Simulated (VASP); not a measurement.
# Y (R-3m) in VASP: further runs

Runs on Y. Level: PBE. Tasks: single point.

Program: VASP 6.6.1. These are calculated values, not measurements. Logs are shortened: lines on timing, memory, paths and dates and some standing lists are left out, and cuts for length are marked.

## 1. Starting point

The structure is trigonal, space group R-3m (No. 166). The conventional cell has a = 3.616 Å, b = 3.616 Å, c = 25.868 Å, α = 90.00°, β = 90.00°, γ = 120.00°. Around Y (site symmetry -3m) lie 12 Y at 3.56 to 3.62 Å. Y (site symmetry 3m) has 12 Y at 3.54 to 3.62 Å as nearest neighbours.

This isn't the form of Y at room conditions, which is hcp.

## 2. Single point, PBE

INCAR

```
SYSTEM = Y
PREC     = Accurate       ! precision mode
ENCUT    = 520            ! plane-wave cutoff, eV
EDIFF    = 1E-6           ! SCF threshold, eV
ISMEAR   = 0              ! smearing method
SIGMA    = 0.1            ! smearing width, eV
LREAL    = .False.        ! projectors in reciprocal space
LASPH    = .True.         ! aspherical terms in the spheres
NELM     = 60             ! most SCF steps
ALGO     = Fast           ! electronic algorithm
ISIF     = 2              ! what is computed and relaxed
LWAVE    = .False.        ! write WAVECAR
LCHARG   = .True.         ! write CHGCAR
GGA      = PE             ! functional
LELF     = .True.         ! ELF
LVHAR    = .True.       
NBANDS   = 24             ! bands
```

KPOINTS

```
Automatic mesh
0
Gamma
  15 15 15
  0 0 0
```

POSCAR

```
Y
1.0
    1.8077881226      1.0437269592      8.6227571162
   -1.8077881226      1.0437269592      8.6227571162
    0.0000000000     -2.0874539185      8.6227571162
Y
3
Direct
    0.0000000000      0.0000000000      0.0000000000
    0.2218114028      0.2218114028      0.2218114028
    0.7781885972      0.7781885972      0.7781885972
```

Potentials or basis: VASP PAW PBE potentials, release 64 (Y_sv).

Run with:

```bash
$ cat potpaw_PBE.64/Y_sv/POTCAR > POTCAR
$ mpirun -np 1 vasp_std > vasp.out
```

OUTCAR:

```text
SYSTEM = Y
   PREC = Accurate
   ENCUT = 520
   EDIFF = 1E-6
   ISMEAR = 0
   LREAL = .False.
   LASPH = .True.
   NELM = 60
   ISIF = 2
   GGA = PE

 ion  position               nearest neighbor table
   1  0.000  0.000  0.000-   3 3.56   3 3.56   2 3.56   2 3.56   3 3.56   2 3.56
   2  0.222  0.222  0.222-   3 3.54   3 3.54   3 3.54   1 3.56   1 3.56   1 3.56
   3  0.778  0.778  0.778-   2 3.54   2 3.54   2 3.54   1 3.56   1 3.56   1 3.56

  LATTYP: Found a trigonal (rhomboedric) cell.
 ALAT       =     8.8718320626
 COS(alpha) =     0.9169578799

  Lattice vectors:

 A1 = (   1.8077881226,   1.0437269592,   8.6227571162)
 A2 = (  -1.8077881226,   1.0437269592,   8.6227571162)
 A3 = (   0.0000000000,  -2.0874539185,   8.6227571162)

Analysis of symmetry for initial positions (statically):
=====================================================================
 Subroutine PRICEL returns:
 Original cell was already a primitive cell.

 Routine SETGRP: Setting up the symmetry group for a
 trigonal (rhombohedral) supercell.

 Subroutine GETGRP returns: Found 12 space group operations
 (whereof 12 operations were pure point group operations)
 out of a pool of 12 trial point group operations.

The static configuration has the point symmetry D_3d.

Analysis of symmetry for dynamics (positions and initial velocities):
=====================================================================
 Subroutine PRICEL returns:
 Original cell was already a primitive cell.

 Routine SETGRP: Setting up the symmetry group for a
 trigonal (rhombohedral) supercell.

 Subroutine GETGRP returns: Found 12 space group operations
 (whereof 12 operations were pure point group operations)
 out of a pool of 12 trial point group operations.

The dynamic configuration has the point symmetry D_3d.

 Subroutine INISYM returns: Found 12 space group operations
 (whereof 12 operations are pure point group operations),
 and found     1 'primitive' translations

----------------------------------------------------------------------------------------

                                     Primitive cell

  volume of cell :      97.6184

  direct lattice vectors                    reciprocal lattice vectors
     1.807788123  1.043726959  8.622757116     0.276581085  0.159684164  0.038657396
    -1.807788123  1.043726959  8.622757116    -0.276581085  0.159684164  0.038657396
     0.000000000 -2.087453919  8.622757116     0.000000000 -0.319368327  0.038657396

  length of vectors
     8.871832063  8.871832063  8.871832063     0.321699429  0.321699429  0.321699429

  position of ions in fractional coordinates (direct lattice)
     0.000000000  0.000000000  0.000000000
     0.221811403  0.221811403  0.221811403
     0.778188597  0.778188597  0.778188597

  ion indices of the primitive-cell ions
   primitive index   ion index
                 1           1
                 2           2
                 3           3

----------------------------------------------------------------------------------------

 KPOINTS: Automatic mesh

Automatic generation of k-mesh.
 Grid dimensions read from file:
 generate k-points for:   15   15   15

 Generating k-lattice:

  Cartesian coordinates                     Fractional coordinates (reciprocal lattice)
     0.018438739  0.010645611  0.002577160     0.066666667  0.000000000  0.000000000
    -0.018438739  0.010645611  0.002577160     0.000000000  0.066666667  0.000000000
     0.000000000 -0.021291222  0.002577160     0.000000000  0.000000000  0.066666667

  Length of vectors
     0.021446629  0.021446629  0.021446629

  Shift w.r.t. Gamma in fractional coordinates (k-lattice)
     0.000000000  0.000000000  0.000000000

 Subroutine IBZKPT returns following result:
 ===========================================

 Found    344 irreducible k-points:

 Following reciprocal coordinates:
            Coordinates               Weight
  0.000000  0.000000  0.000000      1.000000
  0.066667  0.000000  0.000000      6.000000
  0.133333  0.000000  0.000000      6.000000
  0.200000  0.000000  0.000000      6.000000
  0.266667  0.000000  0.000000      6.000000
  0.333333  0.000000 -0.000000      6.000000
[... 16 lines left out ...]
  0.133333  0.133333  0.000000      6.000000
  0.200000  0.133333  0.000000     12.000000
 [... further k-points ...]
   k-points           NKPTS =    344   k-points in BZ     NKDIM =    344   number of bands    NBANDS=     24
   number of dos      NEDOS =    301   number of ions     NIONS =      3
   total plane-waves  NPLWV = 343000
   dimension x,y,z NGX =    70 NGY =   70 NGZ =   70
   dimension x,y,z NGXF=   140 NGYF=  140 NGZF=  140
   ions per type =               3
   NGX,Y,Z   is equivalent  to a cutoff of  13.12, 13.12, 13.12 a.u.
   NGXF,Y,Z  is equivalent  to a cutoff of  26.23, 26.23, 26.23 a.u.
 SYSTEM =  Y
   PREC   = accura    normal or accurate (medium, high low for compatibility)
   ISTART =      0    job   : 0-new  1-cont  2-samecut
   ICHARG =      2    charge: 1-file 2-atom 10-const
   ISPIN  =      1    spin polarized calculation?
   LNONCOLLINEAR =      F non collinear calculations
   LSORBIT =      F    spin-orbit coupling
   LASPH  =      T    aspherical Exc in radial PAW
   ENCUT  =  520.0 eV  38.22 Ry    6.18 a.u.  16.50 16.50 16.50*2*pi/ulx,y,z
   NELM   =     60;   NELMIN=  2; NELMDL= -5     # of ELM steps
   EDIFF  = 0.1E-05   stopping-criterion for ELM
   LREAL  =      F    real-space projection
   EDIFFG = 0.1E-04   stopping-criterion for IOM
   NSW    =      0    number of steps for IOM
   IBRION =     -1    ionic relax: 0-MD 1-quasi-New 2-CG
   NFREE  =      0    steps in history (QN), initial steepest desc. (CG)
   ISIF   =      2    stress and relaxation
   ISYM   =      2    0-nonsym 1-usesym 2-fastsym
   POTIM  = 0.5000    time-step for ionic-motion
   TEBEG  =    0.0;   TEEND  =   0.0 temperature during run
   PSTRESS=    0.0 pullay stress
   NELECT =      33.0000    total number of electrons
   NUPDOWN=      -1.0000    fix difference up-down
   EMIN   =  10.00;   EMAX   =-10.00  energy-range for DOS
   EFERMI =   0.00;   METHOD = LEGACY
   ISMEAR =     0;   SIGMA  =   0.10  broadening in eV -4-tet -1-fermi 0-gaus
   EFERMI_NEDOS =   21; number of points for ismear=-14 and -15
   IALGO  =     68    algorithm
   IMIX   =      4    mixing-type and parameters
     AMIX     =   0.40;   BMIX     =  1.00
     AMIX_MAG =   1.60;   BMIX_MAG =  1.00
  volume/ion in A,a.u.               =      32.54       219.59
  Fermi-wavevector in a.u.,A,eV,Ry     =   1.140431  2.155101 17.695492  1.300582
  Thomas-Fermi vector in A             =   2.277133
   LORBIT       =      0    0 simple, 1 ext, 2 COOP (PROOUT), +10 PAW based schemes
   GGA     = PE    functional components
   LHFCALC =     F    Hartree Fock is set to
   AEXX    =    0.0000 exact exchange contribution
   IVDW    =     0    specifies the selected vdW correction
   LEPSILON=     F    determine dielectric tensor
   LRPA    =     F    only Hartree local field effects (RPA)
 non-spin polarized calculation
 RMM-DIIS sequential band-by-band and
 Gauss-broadening in eV      SIGMA  =   0.10
  energy-cutoff  :      520.00
  volume of cell :       97.62
 maximum number of plane-waves:      2657
 NGX is ok and might be reduce to    70
   NGX = 33   NGY = 33   NGZ = 33

 number of electron      32.9999999 magnetization

 Free energy of the ion-electron system (eV)
  ---------------------------------------------------
  ext. energy  EPLUGINS =         0.00000000
  ---------------------------------------------------
  free energy    TOTEN  =       -19.30316809 eV

  energy without entropy =      -19.27991708  energy(sigma->0) =      -19.29154259

 E-fermi :   3.0756     XC(G=0):  -9.4614

 val. band max:        3.0741867424   @ k =  -0.4667  -0.4667   0.1333
 cond. band min:       3.0764052197   @ k =  -0.2000   0.0667   0.0667
 fundamental gap:      0.0022184773
 Fermi energy:         3.0755574092

 k-point     1 :       0.0000    0.0000    0.0000
  band No.  band energies     occupation
      1     -39.6069      2.00000
      2     -39.5566      2.00000
      3     -39.5392      2.00000
      4     -19.7407      2.00000
      5     -19.7404      2.00000
      6     -19.3846      2.00000
[... 16 lines left out ...]
     23       5.1986      0.00000
     24       5.1986      0.00000

 k-point     2 :       0.0667    0.0000    0.0000
  band No.  band energies     occupation
      1     -39.6046      2.00000
      2     -39.5553      2.00000
      3     -39.5378      2.00000
      4     -19.7488      2.00000
      5     -19.7266      2.00000
      6     -19.4003      2.00000
[... 16 lines left out ...]
     23       5.2064      0.00000
     24       5.2614      0.00000

 k-point     3 :       0.1333    0.0000    0.0000
  band No.  band energies     occupation
      1     -39.5980      2.00000
      2     -39.5516      2.00000
      3     -39.5340      2.00000
      4     -19.7499      2.00000
      5     -19.7125      2.00000
      6     -19.4449      2.00000
[... 16 lines left out ...]
     23       5.3668      0.00000
     24       5.4018      0.00000

 k-point     4 :       0.2000    0.0000    0.0000
  band No.  band energies     occupation
      1     -39.5881      2.00000
      2     -39.5461      2.00000
      3     -39.5286      2.00000
      4     -19.7461      2.00000
      5     -19.7088      2.00000
      6     -19.5102      2.00000
[... 16 lines left out ...]
     23       5.5137      0.00000
     24       5.6073      0.00000

 k-point     5 :       0.2667    0.0000    0.0000
  band No.  band energies     occupation
      1     -39.5765      2.00000
      2     -39.5395      2.00000
      3     -39.5228      2.00000
      4     -19.7464      2.00000
      5     -19.7267      2.00000
      6     -19.5849      2.00000
[... 451 lines left out ...]
 k-point    22 :      -0.0667    0.0667    0.0000
  band No.  band energies     occupation
      1     -39.6002      2.00000
      2     -39.5525      2.00000
      3     -39.5354      2.00000
      4     -19.7336      2.00000
      5     -19.7334      2.00000
      6     -19.4256      2.00000
[... 16 lines left out ...]
     23       5.3414      0.00000
     24       5.3809      0.00000

 k-point    23 :       0.1333    0.1333    0.0000
  band No.  band energies     occupation
      1     -39.5976      2.00000
      2     -39.5529      2.00000
      3     -39.5330      2.00000
      4     -19.7694      2.00000
      5     -19.6903      2.00000
      6     -19.4379      2.00000
[... 16 lines left out ...]
     23       5.4293      0.00000
     24       5.4842      0.00000

 k-point    24 :       0.2000    0.1333    0.0000
  band No.  band energies     occupation
      1     -39.5913      2.00000
      2     -39.5499      2.00000
      3     -39.5294      2.00000
      4     -19.7675      2.00000
      5     -19.6850      2.00000
      6     -19.4705      2.00000
[... 16 lines left out ...]
     23       5.4315      0.00000
     24       5.6479      0.00000

 [... further k-points ...]

------------------------ aborting loop because EDIFF is reached ----------------------------------------

  FORCE on cell =-STRESS in cart. coord.  units (eV):
  Direction    XX          YY          ZZ          XY          YZ          ZX
  --------------------------------------------------------------------------------------
  -------------------------------------------------------------------------------------
  Total       -0.0629623     -0.0629623     -0.0563617      0.0000000      0.0000000      0.0000000
  in kB       -1.0333787     -1.0333787     -0.9250450      0.0000000      0.0000000      0.0000000
  external PRESSURE =      -0.9972675 kB  Pullay stress =       0.0000000 kB

 VOLUME and BASIS-vectors are now :
 -----------------------------------------------------------------------------
  energy-cutoff  :      520.00
  volume of cell :       97.62
      direct lattice vectors                 reciprocal lattice vectors
     1.807788123  1.043726959  8.622757116     0.276581085  0.159684164  0.038657396
    -1.807788123  1.043726959  8.622757116    -0.276581085  0.159684164  0.038657396
     0.000000000 -2.087453919  8.622757116     0.000000000 -0.319368327  0.038657396

 POSITION                                       TOTAL-FORCE (eV/Angst)
 -----------------------------------------------------------------------------------
      0.00000      0.00000      0.00000         0.000000     -0.000000     -0.000000
      0.00000     -0.00000      5.73788         0.000000     -0.000000      0.004819
      0.00000     -0.00000     20.13039         0.000000      0.000000     -0.004819
 -----------------------------------------------------------------------------------
    total drift:                                0.000000      0.000000     -0.000000

  FREE ENERGIE OF THE ION-ELECTRON SYSTEM (eV)
  ---------------------------------------------------
  free  energy   TOTEN  =       -19.3031680932 eV

  energy  without entropy=      -19.2799170783  energy(sigma->0) =      -19.29154259
```

Wall time 74 min (1 thread of Intel Xeon 6975P-C (Granite Rapids), shared host); peak memory 1.2 GiB.

What came out:

```yaml
Free_energy: -19.3032 eV
Pressure: -0.1 GPa
Largest_force: 0.005 eV/Å
Band_gap_on_the_k_mesh: none (metal or under the smearing width)
```

Forces in eV/Å, atoms in the order of the input:
```
Y    0.000  0.000  0.000
Y    0.000  0.000  0.005
Y    0.000  0.000 -0.005
```

Levels at points of the mesh, in eV from the Fermi level:
| k point | band 15 | band 16 | band 17 | band 18 | band 19 | band 20 |
| --- | --- | --- | --- | --- | --- | --- |
| (0.00, 0.00, 0.00) | -2.55 | 0.55 | 0.65 | 1.60 | 1.60 | 1.82 |

[end of part 1 of 2]
